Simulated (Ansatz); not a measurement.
## Deforming TePb

```
Te Pb
1.0
     0.00000    3.22700    3.22700
     3.22700    0.00000    3.22700
     3.22700    3.22700    0.00000
Te Pb
1 1
Direct
  0.50000 0.50000 0.50000
  0.00000 0.00000 0.00000
```

Atom numbers follow the list: Te1, Pb2.

The cell is COD entry 9008696, as deposited and not checked against the literature; nothing was relaxed.

No spin–orbit coupling, which matters for the heavy atoms here.

Theory: DFT, PBE, all-electron PAW with datasets made for the crystal, scalar-relativistic (Ansatz 0.2.0).

Sampling and basis: a Γ-centred 11×11×11 k mesh, Fermi–Dirac smearing of 0.08 eV, cutoff 240 eV (chosen by the program for this cell), no spin polarisation.

The unchanged cell is at 2.31 GPa, so energy changes include a term −P ΔV where the volume moves.

x, y and z are the Cartesian axes of the cell as listed; fractional coordinates follow a strain, and an engineering shear is twice the off-diagonal strain component.

Vzz stands for the principal value of largest size of the field-gradient tensor, whatever its axis.

No spin–orbit coupling: at heavy atoms the gradients can be off by tens of per cent for that reason.

(1) With this change (x and y strained by +1.5 %, z held), what becomes of the energy and stress and field gradients and gap?

(2) With this change (z strained by -1 % at fixed volume), what becomes of the energy and stress and field gradients and gap?

(3) With this change (atom 1 (Te) moved by (0.0000, 0.0000, 0.2000) Å), what becomes of the energy and stress and forces and field gradients and gap?

(4) What force constant does this one finite step give for Te1 along its displacement (all its periodic images move with it)?

Answers

(1) Energy change -8 meV/atom; stress change (xx, yy, zz, yz, xz, xy) -1.89, -1.89, -0.21, 0.00, 0.00, 0.00 GPa, compression positive; Vzz in 10²¹ V/m²: Te1 0 → -0.55 (η = 0.00), Pb2 0 → -5.05 (η = 0.00); gap on the k mesh 0.84 → 0.89 eV.

(2) Energy change +2 meV/atom; stress change (xx, yy, zz, yz, xz, xy) -0.61, -0.61, 1.33, 0.00, 0.00, 0.00 GPa, compression positive; Vzz in 10²¹ V/m²: Te1 0 → -0.64 (η = 0.00), Pb2 0 → -5.25 (η = 0.00); gap on the k mesh 0.84 → 0.83 eV.

(3) Energy change +10 meV/atom; stress change (xx, yy, zz, yz, xz, xy) -0.02, -0.02, 1.57, 0.00, 0.00, 0.00 GPa, compression positive; change of the force on Te1 (0.000, 0.000, -0.259) eV/Å; Vzz in 10²¹ V/m²: Te1 0 → 0.95 (η = 0.00), Pb2 0 → -8.10 (η = 0.00); gap on the k mesh 0.84 → 1.02 eV.

(4) k = −ΔF·u/|u|² = 1.29 eV/Å², so the force pulls the atom back.
